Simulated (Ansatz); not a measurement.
# V_Pb in PbF2 (Fm-3m): convergence with the plane-wave cutoff, part 2 of 2

Question: how much does the plane-wave cutoff change the (−1/−2) level of V_Pb in PbF2 (Fm-3m), and what does each choice cost? Model: a cell of 36 host atoms with 1 Pb taken out.

Ansatz 0.2.0; plane-wave PAW DFT; relaxations with PBE, then single points with PBE, on supercells at fixed charge in a uniform background.

So far: Starting point; Relaxing both charge states, PBE.

## 3. First setting: 250 eV

Total energies converge slowly with the cutoff, but a level is a difference between cells with the same atoms, so much of the error should cancel. The host is run again at each cutoff. The single points sample one point at (¼, ¼, ¼).

Input file qm2.e250/input.yaml:

```yaml
crystal:
  checkpoint: "../qm2.relax.run"
  host: checkpoint
total_charge: -2
basis:
  ecutwfc: 250
  xc_grid: 2
hamiltonian:
  xc: pbe
  pseudopotentials: { kind: paw, azcp: { folder: soft_1 } }
kpoints:
  mp_grid: { grid: [1, 1, 1], shift: [0.25, 0.25, 0.25] }
scf:
  occupations: { method: fermi_dirac, width: 0.01 }
  max_iter: 100
output:
  forces: true
  charged_corrections:
    epsilon: 3.35
    static_epsilon: 55.47
    defect_position: [0.5, 0.5, 0.666667]
  eigenvalues: true
checkpoint:
  write: "../qm2.e250.run"
  compress: false
  write_wavefunctions: false
  write_every: 100000
```

Run with:

```
> ansatz run input.yaml --threads 4 --pin off --max-ram 17899MiB --backend cpu --events-out ev --progress --plain --runs-dir out
```

Numbers of over 12 decimals in the logs are rounded to 6 here.

What it wrote:

```text
[...]
Warning: basis.ecutwfc = 250 eV is below the records' recommended 420 eV, and the density's cutoff is lower with it unless basis.ecutrho_ratio is high enough to keep the records' density cutoff: compare with a run at a higher cutoff
crystal.checkpoint: the structure is that of <dir>, a `relax` run, at its step 5: its result, under pbe at a charge of -2 e; 35 atoms read, 0 with a starting moment; no density is read with it (checkpoint.read); crystal.structure_sha256 for this input is
[...]
Crystal: 35 atoms, lattice volume = 648.108 Å³
Basis set: ecut = 250 eV, 5823 PW (Γ), exchange–correlation on 90×90×144 points (8 copies of the dense FFT grid, shifted against one another)
Bands: 197, of which v1, the nominal top of the filled ones, is band 162 counted from 1 (161 counted from 0)
Symmetry: 1 space group operations
[...]
k-points: 1
[...]
SCF iter   1: F=—  HF=-150361.877110 eV  |F-HF|=—  |Δ(HF+E_count)|=         —  Δρ=1.23e-1  dr2=4.98e1  ethr=3.10e-3  ⟨swp⟩=6.0  Hψ=722  notcnv=0
[...]
SCF iter   3: F=—  HF=-150348.521341 eV  |F-HF|=—  |Δ(HF+E_count)|=   6.59e-1  Δρ=1.75e-2  dr2=1.42e0  ethr=1.80e-3  ⟨swp⟩=3.0  Hψ=380  notcnv=0  defer=18
automatic band count: iteration 3 solves 187 bands in place of 197: the levels show a gap, and the empty bands left out lie too high to hold charge; the band table lists the bands solved (type scf.n_extra_bands for more)
SCF iter   4: F=—  HF=-150348.517783 eV  |F-HF|=—  |Δ(HF+E_count)|=   3.56e-3  Δρ=2.91e-3  dr2=5.70e-2  ethr=4.39e-4  ⟨swp⟩=3.0  Hψ=320  notcnv=0  defer=18
[...]
SCF iter  12: F=-150348.554893 eV  HF=-150348.554893 eV  |F-HF|=4.95e-10  |Δ(HF+E_count)|=   3.73e-9  Δρ=1.34e-6  dr2=9.55e-9  ethr=3.09e-11  ⟨swp⟩=5.0  Hψ=587  notcnv=0
SCF 1 converged in 12 iterations: F = -150348.554893 eV  dr2 = 9.55e-9
[...]
SCF converged after 12 iterations
Free energy (F): -150348.554893 eV
[...]
Internal energy: -150348.554893 eV  (E = F + TS)
E sigma→0 (E₀):  -150348.554893 eV
Fermi energy:    6.232212 eV
[...]
--- Forces (eV/Å), atoms counted from 1 ---
  atom   1  Pb    -0.04049596    -0.04085640     0.03671132
  atom   2  F      0.02848844     0.02595635     0.01012758
  [... 2 atoms left out ...]
  atom   5  F     -0.08899528    -0.08875078     0.01183457
  [... 2 atoms left out ...]
  atom   8  F      0.10547009     0.10362559    -0.05822198
  [... 1 atom left out ...]
  atom  10  Pb    -0.10841690    -0.04818155     0.11342341
  [... 3 atoms left out ...]
  atom  14  F      0.04592919    -0.08641675     0.07215186
  [... 3 atoms left out ...]
  atom  18  F      0.08539015    -0.04529913    -0.07313030
  atom  19  Pb    -0.04677110    -0.10991221     0.11343575
  [... 3 atoms left out ...]
  atom  23  F     -0.08642398     0.04457781     0.07231807
  [... 3 atoms left out ...]
  atom  27  F     -0.04525668     0.08530822    -0.07334446
  [... 5 atoms left out ...]
  atom  33  F     -0.10725214    -0.10512322     0.05982746
  [... 1 atom left out ...]
  atom  35  F      0.08834929     0.08890067    -0.01032557
  max |Σ_I F_I| component: 3.08e-5 eV/Å
--- Charged-cell corrections in eV (Makov–Payne, q = -2.000 e, ε = 3.350 of the electrons, 55.470 with the ions) ---
[...]
E_corr1          = +2.768782  (monopole, q²α_M/2εL)
  F Makov-Payne    = n/a  (the rows are of the electrons' constant alone; ansatz place-levels tells what screens the charge)
[...]
--- Band table (eV) ---
[...]
```

The job ended after 4.2 s (4 threads of Arm Neoverse V2, shared host; peak memory 0.63 GiB).

Reading the cycles: dr2 is the Hartree energy of the density residual (eV), the measure of convergence; HF is the Harris–Foulkes estimate of the energy, which meets the free energy F at convergence.

Both charges and the host at this setting go to place-levels, which corrects for the image charge and aligns the potentials.

Input file levels.e250.yaml:

```yaml
host:
  run: host.e250.run
states: [qm2.e250.run, qm1_M1.e250.run]
geometry_from:
  qm2.e250.run: qm2.relax.run
  qm1_M1.e250.run: qm1_M1.relax_smeared.run
  host.e250.run: host.relax.run
```

Run with:

```
> ansatz place-levels levels.e250.yaml -- --threads 4 --pin off --max-ram 17899MiB
```

What it wrote:

```text
(-1/-2) 0.481 eV above the valence edge, 3.906 eV under the conduction edge
  edges by pbe, gap 4.387 eV; the host is sampled to repeats of 8.49 Å
  the defect's cells are sampled to repeats of 8.49 Å, like sampling
  charge -1: -150351.9136 eV with its correction of +0.853 eV, at epsilon 55.47, aligned at sites: -0.8112 eV, mean over 27 atomic sites at or beyond 4.24 Å from the defect at [0.5000, 0.5000, 0.6667], with +0.000000 for the charge's moments and without [...]
[...]
of states[1] (qm1_M1.e250.run): how wide its charge is, is not read beside other atoms or cores, and a band state would take no correction. [...]
  of states[0] (qm2.e250.run): how wide its charge is, is not read beside other atoms or cores, and a band state would take no correction. [...]
```

The job ended after 0.11 s (4 threads).

At this setting the gap is 4.387 eV and (−1/−2) lies 0.481 eV above the valence top.

## 4. The other settings

In the defect's inputs only the studied keys change. The next input; the others follow the same pattern (350 eV, 420 eV, 500 eV, 600 eV and 750 eV):

qm2.e300/input.yaml, as its differences from qm2.e250/input.yaml of step 3:

```diff
@@ -5,3 +5,3 @@
 basis:
-  ecutwfc: 250
+  ecutwfc: 300
   xc_grid: 2
@@ -23,3 +23,3 @@
 checkpoint:
-  write: "../qm2.e250.run"
+  write: "../qm2.e300.run"
   compress: false
```

## 5. Result against cost

Times of the states on 4 threads of Arm Neoverse V2, shared host; the host is run again at each setting:

| plane-wave cutoff | gap (eV) | (−1/−2) above the valence top (eV) | under the conduction bottom (eV) | level less that at 750 eV (meV) | time, both charge states | time, host and placing | peak memory of a state (GiB) |
| --- | --- | --- | --- | --- | --- | --- | --- |
| 250 eV | 4.387 | 0.481 | 3.906 | 42 | 14 s | 15 s | 0.9 |
| 300 eV | 4.414 | 0.432 | 3.982 | -7 | 16 s | 1.8 s | 1.1 |
| 350 eV | 4.392 | 0.427 | 3.964 | -11 | 20 s | 15 s | 1.3 |
| 420 eV | 4.390 | 0.438 | 3.952 | -1 | 26 s | 2.3 s | 1.6 |
| 500 eV | 4.390 | 0.437 | 3.953 | -2 | 34 s | 3.1 s | 1.9 |
| 600 eV | 4.389 | 0.439 | 3.950 | 1 | 42 s | 3.7 s | 2.4 |
| 750 eV | 4.389 | 0.439 | 3.951 | 0 | 58 s | 4.4 s | 3.2 |

## 6. Outcome

* (minus 1/minus 2) level, 250 eV: 0.48 eV
* (minus 1/minus 2) level, 300 eV: 0.43 eV
* (minus 1/minus 2) level, 350 eV: 0.43 eV
* (minus 1/minus 2) level, 420 eV: 0.44 eV
* (minus 1/minus 2) level, 500 eV: 0.44 eV
* (minus 1/minus 2) level, 600 eV: 0.44 eV
* (minus 1/minus 2) level, 750 eV: 0.44 eV

In words: Over the settings in the table the level spans 0.054 eV; from 350 eV on, both the level and its depth under the conduction bottom lie within 0.02 eV of the reference (750 eV, 0.44 eV); 350 eV takes 34 % of its time for the two charge states. The largest miss of the level above the valence top is 42 meV, with 250 eV. The total energy of the charged cell falls by 54.1 eV over the same range, so nearly all of the basis error cancels in the level. Cell and atoms were held and forces were not judged; the files' recommended cutoff is 420 eV. Only the charges −2 and −1 were run, each from one start, so (−1/−2) need not be a change between stable states. The host ran in cells of different size at different settings, so its times don't compare. The program calls the alignment of potentials doubtful in this cell, and the corrections (0.84 and 1.72 eV for the two states) enter the level by their difference, 0.88 eV: its value is uncertain, though the differences between settings are less so. Keep in mind: one k-point off the zone centre stands for the whole zone; the images are only 8.5 Å apart; the static dielectric constant is over ten times the electronic one, which points to a soft mode and may be far too large; PBE makes the gap too small and tends to spread out bound carriers; spin–orbit coupling, which can matter with heavy atoms, is left out.

[Logs are printed without paths, hosts, clocks, repeated set-up lines and the standing remarks that a program may print on its own settings, such as how far it seeks lower states.]

[Hosts, paths, dates, database ids (printed as entryN), source tags and the programs' standing remarks are cut or masked in the printed files.]

[Where a table of states has a column of steps, it counts the stored structures, which are thinned; the runs took as many ionic steps or more.]

[For some hosts the program warned that the k-mesh of the response run may be too coarse for force constants and the static dielectric constant; such warnings are not shown here.]
